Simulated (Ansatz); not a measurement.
# Ge: relaxation of cell and atoms with PBEsol

Crystal: Ge.

```
CELL_PARAMETERS angstrom
-2.57449 2.57449 1.39741
2.57449 -2.57449 1.39741
2.57449 2.57449 -1.39741
ATOMIC_POSITIONS crystal
Ge 0.50000 0.50000 0.00000
Ge 0.25000 0.75000 0.50000
```

This isn't the form of Ge at room conditions, which is diamond.

| Property | Result |
| --- | --- |
| Program | Ansatz 0.2.0 |
| Task | relaxation of cell and atoms |
| Functional | PBEsol |
| Potentials or basis | Ansatz PAW |
| Cutoff | 420 eV (not typed: the program's choice for these potentials) |
| k mesh | 11 × 11 × 11 |
| Occupations | fermi-dirac, width 0.05 eV |
| Spin | no spin polarisation |
| Target pressure (GPa) | 0 |

```json
{
  "Relaxed volume": "18.38 Å³/atom",
  "Relaxed cell": "a = 3.892 Å, b = 3.892 Å, c = 3.892 Å, α = 97.34°, β = 97.34°, γ = 138.11°",
  "Space group after relaxing (to 0.05 Å)": "I4_1/amd (No. 141)",
  "Energy gained by relaxing": "0.3 meV/atom",
  "Ionic steps": "4",
  "Pressure after relaxing": "0.0 GPa",
  "Band gap on the k mesh": "none (metal or under the smearing width)"
}
```

The path:
```
step  energy change (eV)  largest force (eV/Å)  volume (Å³)
   1              0.0000                0.0000        37.05
   2             -0.0006                0.0000        36.67
   3             -0.0007                0.0000        36.76
   4             -0.0006                0.0000        36.76
```

Final structure:
```cif
data_structure
_symmetry_space_group_name_H-M 'P 1'
_symmetry_Int_Tables_number 1
_cell_length_a 3.8917
_cell_length_b 3.8917
_cell_length_c 3.8917
_cell_angle_alpha 97.343
_cell_angle_beta 97.343
_cell_angle_gamma 138.107
_cell_volume 36.76
loop_
_atom_site_label
_atom_site_type_symbol
_atom_site_fract_x
_atom_site_fract_y
_atom_site_fract_z
_atom_site_occupancy
Ge1 Ge 0.50000 0.50000 0.00000 1
Ge2 Ge 0.25000 0.75000 0.50000 1
```

Levels at points of the mesh, in eV from the Fermi level:
```
           k point  band 12  band 13  band 14  band 15  band 16  band 17
(0.00, 0.00, 0.00)    -4.10    -2.40    -2.40     3.18     7.59     7.59
```

It took 8 s on 2 threads of Intel(R) Xeon(R) 6975P-C (Granite Rapids), on a shared host, peak memory 0.39 GiB.

Caveat: the plane-wave basis is chosen anew once the cell has moved, so the energies of steps on either side of that aren't comparable; the PAW data sets come from PBE, with cores solved anew for the run's functional, which leaves a small shift of forces and pressure.
